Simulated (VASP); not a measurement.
The system is CaO.

```
CELL_PARAMETERS angstrom
0.00000 2.40356 2.40356
2.40356 0.00000 2.40356
2.40356 2.40356 0.00000
ATOMIC_POSITIONS crystal
Ca 0.00000 0.00000 0.00000
O 0.50000 0.50000 0.50000
```

The cell is a database's computed one.

Base run:

- Program: VASP 6.6.1
- Functional: HSE03
- Potentials or basis: VASP PAW PBE potentials, release 64 (Ca_sv, O)
- Cutoff: 520 eV
- k mesh: 6 × 6 × 6
- Occupations: gaussian, width 0.02 eV
- Spin: no spin polarisation

Its results: band gap on the k mesh 5.04 eV, indirect (least direct gap 5.46 eV); pressure 0.1 GPa.

The run is repeated on the same cell with these changes: functional from HSE03 to HSE06. What comes out?

Band gap on the k mesh 5.32 eV, indirect (least direct gap 5.74 eV); pressure 0.1 GPa.

Caveats: the PAW data sets were made with another functional, which shifts forces and pressure a little.

Not every run made on this cell is shown here.
